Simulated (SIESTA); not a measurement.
**MgO under changes of volume**

One of the cells (11.804 Å³/atom); the others are scaled copies at fixed shape and fractional positions:

```xyz
4
Lattice="3.3078 0.0000 0.0000 -1.6539 2.8646 0.0000 0.0000 0.0000 4.9829" Properties=species:S:1:pos:R:3 pbc="T T T"
Mg    1.6539    0.9549    2.5022
Mg    0.0000    1.9098    0.0108
O     1.6539    0.9549    4.4968
O     0.0000    1.9098    2.0053
```

Measurements of this composition are mostly on another form, of space group No. 225.

- Program: SIESTA 5.4.2
- Functional: PBEsol
- Potentials or basis: PseudoDojo 0.4 standard (PBEsol files)
- Basis: DZP (energy shift 0.003 Ry; two zetas on semicore shells)
- Grid cutoff: 800 Ry
- Energy shift: 0.003 Ry
- k mesh: 9 × 9 × 6
- Occupations: fermi-dirac, width 0.05 eV
- Spin: no spin polarisation

| volume (Å³/atom) | energy over the lowest point (meV/atom) | pressure (GPa) | gap on the mesh (eV) | largest force (eV/Å) |
| --- | --- | --- | --- | --- |
| 11.096 | 38.93 | 12.9 | 3.56 | 0.130 |
| 11.332 | ? | ? | ? | ? |
| 11.568 | 10.95 | 6.5 | 3.33 | 0.077 |
| 11.804 | 3.52 | 3.7 | 3.23 | 0.055 |
| 12.040 | 0.00 | 1.2 | 3.12 | 0.037 |
| 12.276 | 0.00 | -1.1 | 3.02 | 0.020 |
| 12.512 | 3.15 | -3.1 | 2.93 | 0.002 |

Problem. What does the run at 11.332 Å³/atom give?

Solution. Energy over the lowest point 22.66 meV/atom; pressure 9.5 GPa; gap on the mesh 3.45 eV; largest force 0.103 eV/Å.

Worked out: A Birch-Murnaghan fit of order 3 (a polynomial in V^(-2/3)) to the other rows has its minimum at 12.16 Å³/atom with B0 = V·E''(V) = 117 GPa and B' = 3.9 at fixed shape and positions, which overstates the stiffness. It gives 22.59 meV/atom at 11.332 Å³/atom, against the run's 22.66, and -dE/dV = 9.5 GPa, against 9.5. A straight line through the other rows of the gap, of slope -5.26 eV per unit of ln V (its deformation potential), gives 3.44 eV, against the run's 3.45.

Energies are extrapolated to zero smearing.

Caveats: an odd mesh through Γ misses points on the zone boundary, where band edges often lie; the basis of atomic orbitals isn't converged, which shifts pressures, moduli and gaps.
